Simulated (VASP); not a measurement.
# Hf (Fm-3m) in VASP: further runs, part 2 of 2

VASP 6.6.1.

## Step 4: Single point, PBEsol

Input file INCAR:

```
PREC = Accurate
ENCUT = 520
EDIFF = 1E-6
ISMEAR = 0
SIGMA = 0.5
LREAL = False
LASPH = True
NELM = 100
ALGO = Fast
ISIF = 2
LWAVE = False
LCHARG = False
GGA = PS
```

Input file KPOINTS:

```
Automatic mesh
0
Gamma
  16 16 16
```

Input file POSCAR:

```
Hf
1.0
    0.0000000000      2.2063400000      2.2063400000
    2.2063400000      0.0000000000      2.2063400000
    2.2063400000      2.2063400000      0.0000000000
Hf
1
Direct
    0.0000000000      0.0000000000      0.0000000000
```

Potentials or basis: VASP PAW PBE potentials, release 64 (Hf_pv).

Command:

```
$ cat potpaw_PBE.64/Hf_pv/POTCAR > POTCAR
$ mpirun -np 1 vasp_std > vasp.out
```

OUTCAR:

```text
PREC = Accurate
   ENCUT = 520
   EDIFF = 1E-6
   ISMEAR = 0
   LREAL = False
   LASPH = True
   NELM = 100
   ISIF = 2
   GGA = PS

 ion  position               nearest neighbor table
   1  0.000  0.000  0.000-

  LATTYP: Found a face centered cubic cell.
 ALAT       =     4.4126800000

  Lattice vectors:

 A1 = (   0.0000000000,   2.2063400000,   2.2063400000)
 A2 = (   2.2063400000,   0.0000000000,   2.2063400000)
 A3 = (   2.2063400000,   2.2063400000,   0.0000000000)

Analysis of symmetry for initial positions (statically):
=====================================================================
 Subroutine PRICEL returns:
 Original cell was already a primitive cell.

 Routine SETGRP: Setting up the symmetry group for a
 face centered cubic supercell.

 Subroutine GETGRP returns: Found 48 space group operations
 (whereof 48 operations were pure point group operations)
 out of a pool of 48 trial point group operations.

The static configuration has the point symmetry O_h .

Analysis of symmetry for dynamics (positions and initial velocities):
=====================================================================
 Subroutine PRICEL returns:
 Original cell was already a primitive cell.

 Routine SETGRP: Setting up the symmetry group for a
 face centered cubic supercell.

 Subroutine GETGRP returns: Found 48 space group operations
 (whereof 48 operations were pure point group operations)
 out of a pool of 48 trial point group operations.

The dynamic configuration has the point symmetry O_h .

 Subroutine INISYM returns: Found 48 space group operations
 (whereof 48 operations are pure point group operations),
 and found     1 'primitive' translations

----------------------------------------------------------------------------------------

                                     Primitive cell

  volume of cell :      21.4806

  direct lattice vectors                    reciprocal lattice vectors
     0.000000000  2.206340000  2.206340000    -0.226619651  0.226619651  0.226619651
     2.206340000  0.000000000  2.206340000     0.226619651 -0.226619651  0.226619651
     2.206340000  2.206340000  0.000000000     0.226619651  0.226619651 -0.226619651

  length of vectors
     3.120235951  3.120235951  3.120235951     0.392516749  0.392516749  0.392516749

  position of ions in fractional coordinates (direct lattice)
     0.000000000  0.000000000  0.000000000

  ion indices of the primitive-cell ions
   primitive index   ion index
                 1           1

----------------------------------------------------------------------------------------

 KPOINTS: Automatic mesh

Automatic generation of k-mesh.
 Grid dimensions read from file:
 generate k-points for:   16   16   16

 Generating k-lattice:

  Cartesian coordinates                     Fractional coordinates (reciprocal lattice)
    -0.014163728  0.014163728  0.014163728     0.062500000  0.000000000  0.000000000
     0.014163728 -0.014163728  0.014163728     0.000000000  0.062500000  0.000000000
     0.014163728  0.014163728 -0.014163728     0.000000000  0.000000000  0.062500000

  Length of vectors
     0.024532297  0.024532297  0.024532297

  Shift w.r.t. Gamma in fractional coordinates (k-lattice)
     0.000000000  0.000000000  0.000000000

 Subroutine IBZKPT returns following result:
 ===========================================

 Found    145 irreducible k-points:

 Following reciprocal coordinates:
            Coordinates               Weight
  0.000000  0.000000  0.000000      1.000000
  0.062500  0.000000  0.000000      8.000000
  0.125000  0.000000  0.000000      8.000000
  0.187500  0.000000  0.000000      8.000000
  0.250000  0.000000  0.000000      8.000000
  0.312500  0.000000  0.000000      8.000000
[... 16 lines left out ...]
 -0.125000  0.062500  0.000000     24.000000
 -0.062500  0.062500  0.000000     12.000000
 [... further k-points ...]
   k-points           NKPTS =    145   k-points in BZ     NKDIM =    145   number of bands    NBANDS=      9
   number of dos      NEDOS =    301   number of ions     NIONS =      1
   total plane-waves  NPLWV =  13824
   dimension x,y,z NGX =    24 NGY =   24 NGZ =   24
   dimension x,y,z NGXF=    48 NGYF=   48 NGZF=   48
   ions per type =               1
   NGX,Y,Z   is equivalent  to a cutoff of  12.79, 12.79, 12.79 a.u.
   NGXF,Y,Z  is equivalent  to a cutoff of  25.57, 25.57, 25.57 a.u.
 SYSTEM =  unknown system
   PREC   = accura    normal or accurate (medium, high low for compatibility)
   ISTART =      0    job   : 0-new  1-cont  2-samecut
   ICHARG =      2    charge: 1-file 2-atom 10-const
   ISPIN  =      1    spin polarized calculation?
   LNONCOLLINEAR =      F non collinear calculations
   LSORBIT =      F    spin-orbit coupling
   LASPH  =      T    aspherical Exc in radial PAW
   ENCUT  =  520.0 eV  38.22 Ry    6.18 a.u.   5.80  5.80  5.80*2*pi/ulx,y,z
   NELM   =    100;   NELMIN=  2; NELMDL= -5     # of ELM steps
   EDIFF  = 0.1E-05   stopping-criterion for ELM
   LREAL  =      F    real-space projection
   EDIFFG = 0.1E-04   stopping-criterion for IOM
   NSW    =      0    number of steps for IOM
   IBRION =     -1    ionic relax: 0-MD 1-quasi-New 2-CG
   NFREE  =      0    steps in history (QN), initial steepest desc. (CG)
   ISIF   =      2    stress and relaxation
   ISYM   =      2    0-nonsym 1-usesym 2-fastsym
   POTIM  = 0.5000    time-step for ionic-motion
   TEBEG  =    0.0;   TEEND  =   0.0 temperature during run
   PSTRESS=    0.0 pullay stress
   NELECT =      10.0000    total number of electrons
   NUPDOWN=      -1.0000    fix difference up-down
   EMIN   =  10.00;   EMAX   =-10.00  energy-range for DOS
   EFERMI =   0.00;   METHOD = LEGACY
   ISMEAR =     0;   SIGMA  =   0.50  broadening in eV -4-tet -1-fermi 0-gaus
   EFERMI_NEDOS =   21; number of points for ismear=-14 and -15
   IALGO  =     68    algorithm
   IMIX   =      4    mixing-type and parameters
     AMIX     =   0.40;   BMIX     =  1.00
     AMIX_MAG =   1.60;   BMIX_MAG =  1.00
  volume/ion in A,a.u.               =      21.48       144.96
  Fermi-wavevector in a.u.,A,eV,Ry     =   1.268798  2.397680 21.903307  1.609848
  Thomas-Fermi vector in A             =   2.401873
   LORBIT       =      0    0 simple, 1 ext, 2 COOP (PROOUT), +10 PAW based schemes
   GGA     = PS    functional components
   LHFCALC =     F    Hartree Fock is set to
   AEXX    =    0.0000 exact exchange contribution
   IVDW    =     0    specifies the selected vdW correction
   LEPSILON=     F    determine dielectric tensor
   LRPA    =     F    only Hartree local field effects (RPA)
 non-spin polarized calculation
 RMM-DIIS sequential band-by-band and
 Gauss-broadening in eV      SIGMA  =   0.50
  energy-cutoff  :      520.00
  volume of cell :       21.48
 maximum number of plane-waves:       604
   NGX = 11   NGY = 11   NGZ = 11

 number of electron      10.0000001 magnetization

 Free energy of the ion-electron system (eV)
  ---------------------------------------------------
  ext. energy  EPLUGINS =         0.00000000
  ---------------------------------------------------
  free energy    TOTEN  =       -10.52206194 eV

  energy without entropy =      -10.34985414  energy(sigma->0) =      -10.43595804

 E-fermi :   4.8671     XC(G=0): -11.5793

 val. band max:        4.8593881372   @ k =  -0.3125   0.3125   0.1250
 cond. band min:       4.8775657393   @ k =  -0.3125   0.3125   0.0625
 fundamental gap:      0.0181776021
 Fermi energy:         4.8671173855

 k-point     1 :       0.0000    0.0000    0.0000
  band No.  band energies     occupation
      1     -24.9388      2.00000
      2     -24.9388      2.00000
      3     -24.9388      2.00000
      4      -2.4900      2.00000
      5       6.2755      0.00007
      6       6.2755      0.00007
      7       6.2755      0.00007
      8       9.2083      0.00000
      9       9.2083      0.00000
[... 265 lines left out ...]
 k-point    24 :      -0.0625    0.0625    0.0000
  band No.  band energies     occupation
      1     -25.0310      2.00000
      2     -24.9653      2.00000
      3     -24.9451      2.00000
      4      -2.1108      2.00000
      5       5.8951      0.00364
      6       6.4506      0.00001
      7       6.4681      0.00001
      8       8.8413      0.00000
      9       9.1941      0.00000

 [... further k-points ...]

------------------------ aborting loop because EDIFF is reached ----------------------------------------

  FORCE on cell =-STRESS in cart. coord.  units (eV):
  Direction    XX          YY          ZZ          XY          YZ          ZX
  --------------------------------------------------------------------------------------
  -------------------------------------------------------------------------------------
  Total        0.0978160      0.0978160      0.0978160     -0.0000000      0.0000000      0.0000000
  in kB        7.2958046      7.2958046      7.2958046     -0.0000000      0.0000000      0.0000000
  external PRESSURE =       7.2958046 kB  Pullay stress =       0.0000000 kB

 VOLUME and BASIS-vectors are now :
 -----------------------------------------------------------------------------
  energy-cutoff  :      520.00
  volume of cell :       21.48
      direct lattice vectors                 reciprocal lattice vectors
     0.000000000  2.206340000  2.206340000    -0.226619651  0.226619651  0.226619651
     2.206340000  0.000000000  2.206340000     0.226619651 -0.226619651  0.226619651
     2.206340000  2.206340000  0.000000000     0.226619651  0.226619651 -0.226619651

 POSITION                                       TOTAL-FORCE (eV/Angst)
 -----------------------------------------------------------------------------------
      0.00000      0.00000      0.00000         0.000000      0.000000      0.000000
 -----------------------------------------------------------------------------------
    total drift:                                0.000000     -0.000000     -0.000000

  FREE ENERGIE OF THE ION-ELECTRON SYSTEM (eV)
  ---------------------------------------------------
  free  energy   TOTEN  =       -10.5220619421 eV

  energy  without entropy=      -10.3498541428  energy(sigma->0) =      -10.43595804
```

stdout:

```text
POSCAR found type information on POSCAR Hf
 POSCAR found :  1 types and       1 ions
 scaLAPACK will be used
 -----------------------------------------------------------------------------
|                                                                             |
|                                                                             |
|     You enforced a specific xc type in the INCAR file but a different       |
|     I HOPE YOU KNOW WHAT YOU ARE DOING!                                     |
|                                                                             |
 -----------------------------------------------------------------------------

 LDA part: xc-table for (Slater+PW92), standard interpolation
 POSCAR, INCAR and KPOINTS ok, starting setup
 FFT: planning ... GRIDC
 FFT: planning ... GRID_SOFT
 FFT: planning ... GRID
 WAVECAR not read
 entering main loop
```

Run time: 19 s. Hardware: 1 thread of AMD EPYC 9R14 (Zen 4), shared host; peak memory 0.13 GiB.

Results:

| Property | Result |
| --- | --- |
| Free energy | -10.5221 eV |
| Pressure | 0.7 GPa |
| Band gap on the k mesh | none (metal or under the smearing width) |

Levels at points of the mesh, in eV from the Fermi level:
| k point | band 2 | band 3 | band 4 | band 5 | band 6 | band 7 | band 8 | band 9 |
| --- | --- | --- | --- | --- | --- | --- | --- | --- |
| (0.00, 0.00, 0.00) | -29.81 | -29.81 | -7.36 | 1.41 | 1.41 | 1.41 | 4.34 | 4.34 |
| (0.50, 0.00, 0.00) | -29.93 | -29.93 | -3.76 | 0.75 | 1.17 | 1.17 | 6.60 | 6.60 |
| (0.50, 0.50, 0.00) | -30.14 | -30.14 | -3.44 | -2.28 | 2.76 | 6.60 | 7.27 | 7.27 |

Caveat: the PAW data sets were made with another functional, which shifts forces and pressure a little. The run has no spin-orbit coupling, so splittings on Hf are missing.

## Step 5: Single point, PBEsol

INCAR: that of step 4 with these lines changed.

```diff
@@ -1,6 +1,6 @@
 PREC = Accurate
-ENCUT = 520
+ENCUT = 900
 EDIFF = 1E-6
 ISMEAR = 0
-SIGMA = 0.5
+SIGMA = 0.1
 LREAL = False
```

KPOINTS is that of step 4.

POSCAR is that of step 4.

Command:

```
$ cat potpaw_PBE.64/Hf_pv/POTCAR > POTCAR
$ mpirun -np 1 vasp_std > vasp.out
```

It took 40 s on 1 thread of AMD EPYC 9R14 (Zen 4), shared host; peak memory 0.2 GiB.

The run converged. Its results:

```yaml
Free_energy: -10.4365 eV
Pressure: 0.0 GPa
Band_gap_on_the_k_mesh: none (metal or under the smearing width)
```

Levels at points of the mesh, in eV from the Fermi level:
```tsv
k point	band 3	band 4	band 5	band 6	band 7	band 8
(0.00, 0.00, 0.00)	-29.81	-7.36	1.41	1.41	1.41	4.34
(0.50, 0.00, 0.00)	-29.94	-3.76	0.75	1.16	1.16	6.59
(0.50, 0.50, 0.00)	-30.15	-3.43	-2.28	2.76	6.60	7.26
```

Caveat: the PAW data sets were made with another functional, which shifts forces and pressure a little. The run has no spin-orbit coupling, so splittings on Hf are missing.

## Step 6: Single point, r2SCAN

Input file INCAR:

```
PREC = Accurate
ENCUT = 520
EDIFF = 1E-6
ISMEAR = 0
SIGMA = 0.1
LREAL = False
LASPH = True
NELM = 100
ALGO = Normal
ISIF = 2
LWAVE = False
LCHARG = False
METAGGA = R2SCAN
LMIXTAU = True
```

KPOINTS is that of step 5.

POSCAR is that of step 5.

Potentials or basis: VASP PAW PBE potentials, release 64 (Hf_pv).

Command:

```
$ cat potpaw_PBE.64/Hf_pv/POTCAR > POTCAR
$ mpirun -np 1 vasp_std > vasp.out
```

It took 1.7 min on 1 thread of AMD EPYC 9R14 (Zen 4), shared host; peak memory 0.13 GiB.

The run converged. Its results:

```
Free energy            : -45.0559 eV
Pressure               : 4.4 GPa
Band gap on the k mesh : none (metal or under the smearing width)
```

Levels at points of the mesh, in eV from the Fermi level:
| k point | band 1 | band 2 | band 3 | band 4 | band 5 | band 6 | band 7 | band 8 | band 9 |
| --- | --- | --- | --- | --- | --- | --- | --- | --- | --- |
| (0.00, 0.00, 0.00) | -30.96 | -30.96 | -30.96 | -7.69 | 1.62 | 1.62 | 1.62 | 4.77 | 4.77 |
| (0.50, 0.00, 0.00) | -31.92 | -31.08 | -31.08 | -3.85 | 0.52 | 1.41 | 1.41 | 6.97 | 6.97 |
| (0.50, 0.50, 0.00) | -31.86 | -31.30 | -31.30 | -3.50 | -2.32 | 2.67 | 7.05 | 7.60 | 7.60 |

Caveat: the PAW data sets were made with another functional, which shifts forces and pressure a little.

## Step 7: Summary

| level | k mesh | cutoff (eV) | smearing | further INCAR settings | gap on the mesh (eV) | pressure (GPa) |
| --- | --- | --- | --- | --- | --- | --- |
| PBEsol | 16 × 16 × 16 | 700 | gaussian 0.1 eV | ALGO = Fast; EDIFF = 1e-06 | none | 0.0 |
| PBEsol | 24 × 24 × 24 | 520 | gaussian 0.1 eV | ALGO = Fast; EDIFF = 1e-06 | none | 0.1 |
| PBEsol | 16 × 16 × 16 | 520 | gaussian 0.5 eV | ALGO = Fast; EDIFF = 1e-06 | none | 0.7 |
| PBEsol | 16 × 16 × 16 | 900 | gaussian 0.1 eV | ALGO = Fast; EDIFF = 1e-06 | none | 0.0 |
| r2SCAN | 16 × 16 × 16 | 520 | gaussian 0.1 eV | ALGO = Normal; EDIFF = 1e-06 | none | 4.4 |

Alike in all rows: task single point; potentials or basis VASP PAW PBE potentials, release 64 (Hf_pv); no spin polarisation; cell as given.

Every run on the cell as given and a fine mesh finds a metal. The pressure there spans 0.0 GPa (PBEsol) to 4.4 GPa (r2SCAN); a positive pressure means that this level wants a larger cell, a negative one a smaller.

Caveats: the PAW data sets were made with another functional, which shifts forces and pressure a little.

Absolute energies hang on the potentials; compare differences alone.
